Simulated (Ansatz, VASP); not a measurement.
# Two plane-wave programs on MgO2

```xyz
3
Lattice="1.5840 0.9145 3.4569 -1.5840 0.9145 3.4569 0.0000 -1.8290 3.4569" Properties=species:S:1:pos:R:3 pbc="T T T"
Mg    0.0000    0.0000    0.0000
O     0.0000    0.0000    4.4509
O     0.0000    0.0000    5.9197
```

Alike in both runs: functional PBEsol; k mesh 12 × 12 × 12; occupations gaussian, width 0.02 eV; no spin polarisation.

Ansatz relaxed the structure, and its values are those at the end. VASP's run is a single point on that final structure, the one shown.

|  | VASP | Ansatz |
| --- | --- | --- |
| version | VASP 6.6.1 | Ansatz 0.2.0 |
| potentials or method | VASP PAW PBE potentials, release 64 (Mg, O) | scalar-relativistic, plane waves, PAW |
| plane-wave cutoff (eV) | 520 | 520 |
| valence electrons in the cell | 14 | 22 |

```tsv
	VASP	Ansatz	Ansatz less VASP
gap on the k mesh at the Fermi level (eV)	2.46	2.49	+0.030
least direct gap on the mesh (eV)	2.46	2.49	+0.030
pressure (GPa)	-0.1	0.0	+0.08
rms of the force components (eV/Å)	0.110	0.001	-0.1092
```

The two sets of potentials don't hold the same shells in valence. Ansatz warned: «pseudo_functional_mismatch».

Caveats: the PAW data sets were made with another functional, which shifts forces and pressure a little (VASP). As with any semilocal functional, this PBEsol gap is likely too small. A k mesh can miss the band edges.
